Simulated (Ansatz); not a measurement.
A 6-atom cell of Ag2O started from a crystallographic database, relaxed with r2SCAN. The symmetry is Pn-3m (No. 224, cubic); a = 4.756 Å in the conventional setting, 17.93 Å³ an atom. Around Ag lie 2 O at 2.06 Å; around O lie 4 Ag at 2.06 Å.

3 runs of Ansatz 0.2.0 on this cell differ in the functional (and in the settings that go with it). Levels are in eV from each run's valence top; v1 is the last filled band, c1 the first empty one.

Run A, mean stress +1.7 GPa (compression positive):

| point | v5 | v3 | v1 | c1 | c2 | c3 |
| --- | --- | --- | --- | --- | --- | --- |
| Γ | -3.15 | 0.00 | 0.00 | 1.14 | 3.17 | 3.17 |
| X | -2.78 | -1.81 | -0.47 | 3.30 | 3.30 | 5.97 |
| M | -2.18 | -1.84 | -0.86 | 3.35 | 3.35 | 5.07 |
| R | -3.23 | -0.75 | -0.75 | 3.78 | 3.78 | 3.78 |

Run B, mean stress 0.0 GPa (compression positive):

| point | v5 | v3 | v1 | c1 | c2 | c3 |
| --- | --- | --- | --- | --- | --- | --- |
| Γ | -2.73 | 0.00 | 0.00 | 0.24 | 2.47 | 2.47 |
| X | -2.56 | -1.60 | -0.46 | 2.35 | 2.35 | 5.15 |
| M | -1.97 | -1.62 | -0.81 | 2.45 | 2.45 | 4.06 |
| R | -2.82 | -0.68 | -0.68 | 2.96 | 2.96 | 2.96 |

Run C, mean stress -6.4 GPa (compression positive):

| point | v5 | v3 | v1 | c1 | c2 | c3 |
| --- | --- | --- | --- | --- | --- | --- |
| Γ | -2.52 | -0.03 | 0.00 | 0.00 | 1.99 | 1.99 |
| X | -2.58 | -1.57 | -0.46 | 2.00 | 2.00 | 4.66 |
| M | -1.93 | -1.59 | -0.81 | 2.01 | 2.01 | 3.64 |
| R | -2.59 | -0.67 | -0.67 | 2.52 | 2.52 | 2.52 |

**Question.** Match the runs to LDA, r2SCAN, HSE06.

**Answer.** A is HSE06, B is r2SCAN, C is LDA. In order of the gap: LDA 0, r2SCAN 0.24, HSE06 1.14 eV. The stress vanishes for r2SCAN, which relaxed the cell.

No spin polarisation and no zero-point or thermal motion.

The runs are scalar-relativistic, without spin-orbit coupling.

The program warns that its thresholds are loose for a hybrid's stress.

The meshes of the hybrids are coarse, so their gaps aren't converged to the digits shown.
